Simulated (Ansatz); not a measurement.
**Guessed and relaxed cells of SnSe**

The cell of SnSe is invented: 3-connected net, two elements alternating (P4_132, No. 213). Lengths were set from tabulated atomic sizes, so they are only a guess.

start.cif

```cif
data_structure
_symmetry_space_group_name_H-M 'P 1'
_symmetry_Int_Tables_number 1
_cell_length_a 6.9205
_cell_length_b 6.9205
_cell_length_c 6.9205
_cell_angle_alpha 90.000
_cell_angle_beta 90.000
_cell_angle_gamma 90.000
_cell_volume 331.44
loop_
_atom_site_label
_atom_site_type_symbol
_atom_site_fract_x
_atom_site_fract_y
_atom_site_fract_z
_atom_site_occupancy
Sn1 Sn 0.87500 0.87500 0.87500 1
Sn2 Sn 0.62500 0.12500 0.37500 1
Sn3 Sn 0.12500 0.37500 0.62500 1
Sn4 Sn 0.37500 0.62500 0.12500 1
Se1 Se 0.37500 0.37500 0.37500 1
Se2 Se 0.12500 0.62500 0.87500 1
Se3 Se 0.62500 0.87500 0.12500 1
Se4 Se 0.87500 0.12500 0.62500 1
```

The calculation used Ansatz 0.2.0, DFT PBE, scalar-relativistic, plane waves, PAW. Cutoff 420 eV, Gaussian smearing, Γ-centred meshes. Cell and atoms relax first on a coarse mesh and then on a converged one. In between, the cell is made exact in the group found at 0.06 Å. The steps can't lower the symmetry of their start. No spin polarisation.

end.cif

```cif
data_structure
_symmetry_space_group_name_H-M 'P 1'
_symmetry_Int_Tables_number 1
_cell_length_a 7.8378
_cell_length_b 7.8378
_cell_length_c 7.8378
_cell_angle_alpha 90.000
_cell_angle_beta 90.000
_cell_angle_gamma 90.000
_cell_volume 481.48
loop_
_atom_site_label
_atom_site_type_symbol
_atom_site_fract_x
_atom_site_fract_y
_atom_site_fract_z
_atom_site_occupancy
Sn1 Sn 0.87500 0.87500 0.87500 1
Sn2 Sn 0.62500 0.12500 0.37500 1
Sn3 Sn 0.12500 0.37500 0.62500 1
Sn4 Sn 0.37500 0.62500 0.12500 1
Se1 Se 0.37500 0.37500 0.37500 1
Se2 Se 0.12500 0.62500 0.87500 1
Se3 Se 0.62500 0.87500 0.12500 1
Se4 Se 0.87500 0.12500 0.62500 1
```

The symmetry stays P4_132 (No. 213). The volume per atom grows by 45.3 %, from 41.4 to 60.2 Å³. The shortest distance goes from 2.45 Å (Sn–Se) to 2.77 Å (Sn–Se). The energy falls by about 0.52 eV/atom (the start's value is from the coarse mesh).

```
Volume per atom                          : 60.18 Å³
Density                                  : 2.73 g/cm³
Formation energy                         : +0.073 eV/atom
Gap on the 6×6×6 mesh of the 8-atom cell : 0.11 eV
```

Energies over the elements count from the elements' standard structures at the same level, with no fitted energy shifts. The references include grey tin. A positive value: parting into the elements would lower its energy.

The last run used Gaussian smearing of 0.01 eV. Kohn–Sham gaps at this level usually fall short of measured ones. The reference form of Se is held partly by dispersion forces, which this level lacks. Small gaps are read on the mesh alone, and bands can cross between its points. A structure relaxed within its symmetry needn't be a true minimum. In all, the 3 runs took 5.5 min on 1 thread of Arm Neoverse V2, on a shared host.
